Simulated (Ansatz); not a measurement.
Crystal: HgTe.

```
Hg Te
1.0
     0.00000    3.22185    3.22185
     3.22185    0.00000    3.22185
     3.22185    3.22185    0.00000
Hg Te
1 1
Direct
  0.00000 0.00000 0.00000
  0.50000 0.50000 0.50000
```

Measurements of this composition are mostly on another form, of space group No. 216.

The cell isn't the ideal one: volume scaled by 1.04.

- Program: Ansatz 0.2.0
- Task: relaxation of cell and atoms
- Functional: HSE06
- Dispersion: D3(BJ)
- Potentials or basis: Ansatz PAW
- Cutoff: 420 eV (not typed: the program's choice for these potentials)
- k mesh: 4 × 4 × 4
- Occupations: cold, width 0.05 eV
- Spin: no spin polarisation

At the start: volume 33.44 Å³/atom.

**Question.** How do energy, volume and symmetry change on relaxing?

**Answer.** It ends after 6 steps and the volume is 27.10 Å³/atom (-19.0 %); space group Fm-3m (No. 225, to 0.05 Å).

Step by step:
```tsv
step	energy change (eV)	largest force (eV/Å)	volume (Å³)
1	0.0000	0.0000	66.89
2	-0.3430	0.0000	57.57
3	-0.3670	0.0000	52.23
4	-0.3805	0.0000	54.44
5	-0.3809	0.0000	54.20
6	-0.3767	0.0000	54.20
```

Final structure:
```cif
data_structure
_symmetry_space_group_name_H-M 'P 1'
_symmetry_Int_Tables_number 1
_cell_length_a 4.2477
_cell_length_b 4.2477
_cell_length_c 4.2477
_cell_angle_alpha 60.000
_cell_angle_beta 60.000
_cell_angle_gamma 60.000
_cell_volume 54.20
loop_
_atom_site_label
_atom_site_type_symbol
_atom_site_fract_x
_atom_site_fract_y
_atom_site_fract_z
_atom_site_occupancy
Hg1 Hg 0.00000 0.00000 0.00000 1
Te1 Te 0.50000 0.50000 0.50000 1
```

Caveat: the k mesh is coarse (spacing up to 0.42 Å⁻¹), so the values aren't converged, least of all with exact exchange; the plane-wave basis is chosen anew once the cell has moved, so the energies of steps on either side of that aren't comparable; pairwise dispersion overbinds metals, which lowers pressure and volume; the PAW data sets come from PBE, with cores solved anew for the run's functional, which leaves a small shift of forces and pressure.
